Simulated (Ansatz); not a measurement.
# ZnO: the cost of one run

Computed with Ansatz 0.2.0 (DFT PBE, scalar-relativistic, unless a step's input says otherwise).

### Step 1. The system as given

It takes space group P6_3mc (No. 186, hexagonal). Conventional cell: a = 3.249 Å, b = 3.249 Å, c = 5.204 Å, α = 90.00°, β = 90.00°, γ = 120.00°. Zn (site symmetry 3m) is surrounded by 4 O at 1.97 to 1.99 Å. Around O (site symmetry 3m) lie 4 Zn at 1.97 to 1.99 Å.

Coordinates:

```
Zn O
1.0
     3.24940    0.00000    0.00000
    -1.62470    2.81406    0.00000
     0.00000    0.00000    5.20380
Zn O
2 2
Direct
  0.33333 0.66667 0.00000
  0.66667 0.33333 0.50000
  0.33333 0.66667 0.38210
  0.66667 0.33333 0.88210
```

Atoms are numbered in the order of the input: Zn1, Zn2, O3, O4.

### Step 2. After the deformation

Space group P6_3mc before, P6_3mc after.

### Step 3. Full-potential LAPW

Input file input.yaml:

```yaml
crystal:
  lattice:
    - [3.3468806856, 0.0, 0.0]
    - [-1.6734403428, 2.8984836972, 0.0]
    - [0.0, 0.0, 5.2038]
  atoms:
    - { symbol: Zn, position: [0.3333333333, 0.6666666667, 0.0] }
    - { symbol: Zn, position: [0.6666666667, 0.3333333333, 0.5] }
    - { symbol: O, position: [0.3333333333, 0.6666666667, 0.3821] }
    - { symbol: O, position: [0.6666666667, 0.3333333333, 0.8821] }
kpoints:
  mp_grid: { grid: [11, 11, 6] }
  band_path:
    path:
      - [0.0, 0.0, 0.0]
      - [0.5, 0.0, 0.0]
      - [0.3333333333, 0.3333333333, 0.0]
      - [0.0, 0.0, 0.0]
      - [0.0, 0.0, 0.5]
      - [0.5, 0.0, 0.5]
      - [0.3333333333, 0.3333333333, 0.5]
      - [0.0, 0.0, 0.5]
      - [0.5, 0.0, 0.5]
    npoints: 5
scf:
  occupations: { method: fermi_dirac, width: 0.02 }
hamiltonian:
  xc: pbe
  pseudopotentials: { kind: all_electron, lapw: { basis_error: 0.0005 } }
output:
  forces: true
  stress: true
  eigenvalues: true
```

Command:

```console
ansatz run input.yaml --threads 1 --pin off --max-ram 4096MiB --backend cpu --events-out ev --progress --plain --runs-dir out
```

Q: Estimate wall time and peak memory on 1 thread of Arm Neoverse V1, shared host.

About 2.2 min, with a peak of 0.56 GiB.
